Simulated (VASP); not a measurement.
Runs of VASP 6.6.1 on KTaO3. It takes space group Pm-3m (No. 221, cubic). The conventional cell has a = 3.988 Å, b = 3.988 Å, c = 3.988 Å, α = 90.00°, β = 90.00°, γ = 90.00°. K (site symmetry m-3m) is surrounded by 12 O at 2.82 Å. Around Ta (site symmetry m-3m) lie 6 O at 1.99 Å. O (site symmetry 4/mmm) is surrounded by 2 Ta at 1.99 Å. 

| level | potentials or basis | k mesh | cutoff (eV) | further INCAR settings | gap on the mesh (eV) | pressure (GPa) |
| --- | --- | --- | --- | --- | --- | --- |
| PBEsol | VASP PAW PBE potentials, release 64 (K_sv, Ta_pv, O) | 8 × 8 × 8 | 520 | ALGO = Fast; EDIFF = 1e-07 | 2.08 | (a) |
| PBEsol | VASP PAW PBE potentials, release 64 (K_pv, Ta, O) | 6 × 6 × 6 | 500 | ALGO = Fast; EDIFF = 1e-07 | 2.03 | 1.2 |
| PBEsol | VASP PAW PBE potentials, release 64 (K_sv, Ta_pv, O) | 6 × 6 × 6 | 700 | ALGO = Fast; EDIFF = 1e-07 | 2.09 | 0.1 |
| PBEsol | VASP PAW PBE potentials, release 64 (K_sv, Ta_pv, O) | 6 × 6 × 6 | 600 | ALGO = Fast; EDIFF = 1e-07 | 2.09 | 0.1 |
| r2SCAN | VASP PAW PBE potentials, release 64 (K_sv, Ta_pv, O) | 6 × 6 × 6 | 520 | ALGO = Normal; EDIFF = 1e-07 | 2.60 | 1.2 |

Alike in all rows: task electric field gradients; no spin polarisation; cell as given; smearing fermi-dirac 0.02 eV.

Problem. Fill in the values left out.

Solution. (a) 0.3.

Caveats: the PAW data sets were made with another functional, which shifts forces and pressure a little; spin-orbit coupling is left out, which moves the levels of the heavy elements.

A k mesh can miss the band edges, and the runs leave out spin-orbit coupling on Ta.

The runs don't all hold the same shells in valence.

Runs at the PBE level aren't shown here.
